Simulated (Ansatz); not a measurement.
One structure type, several compounds

These are results of DFT, LDA, all-electron LAPW, scalar-relativistic (Ansatz 0.2.0), not measurements.

All compounds have space group P6_3/mmc with 2 atoms in the primitive cell. V0, B0 and B0′ come from third-order Birch–Murnaghan fits to pressures at five volumes, with shape and internal coordinates held; prototypes and MP cells needn't be known phases. Spin-polarised runs start from parallel moments; other orders may lie lower.

No spin–orbit coupling, which matters for the heavy atoms here.

Sb: Sb 2c (0.333 0.667 0.250); shape as in a = 3.37 Å, b = 3.37 Å, c = 5.33 Å, α = 90.00°, β = 90.00°, γ = 120.00°; COD 1539203, reported; 12×12×7 mesh, smearing 0.03 eV; no spin
Tc: Tc 2c (0.333 0.667 0.250); shape as in a = 2.74 Å, b = 2.74 Å, c = 4.40 Å, α = 90.00°, β = 90.00°, γ = 120.00°; COD 1541062, reported; 17×17×9 mesh, smearing 0.08 eV; no spin
Ni: Ni 2c (0.333 0.667 0.250); shape as in a = 2.45 Å, b = 2.45 Å, c = 4.07 Å, α = 90.00°, β = 90.00°, γ = 120.00°; MP-relaxed cell mp-10257; 15×15×8 mesh, smearing 0.08 eV; polarised, ending at 1.3 μB

| compound | V0 (Å³/atom) | B0 (GPa) | B0′ | cell moment (μB) |
| --- | --- | --- | --- | --- |
| Sb | 25.69 | ? | 4.1 | – |
| Tc | 13.78 | ? | 4.5 | – |
| Ni | ? | 252 | 4.9 | 1.3 |

(1) Give the missing entry: row "Tc", column "B0 (GPa)".

(2) Give the missing entry: row "Ni", column "V0 (Å³/atom)".

(3) What belongs in the row "Sb", column "B0 (GPa)"?

Results:

(1) 342.

(2) 10.07.

(3) 72.
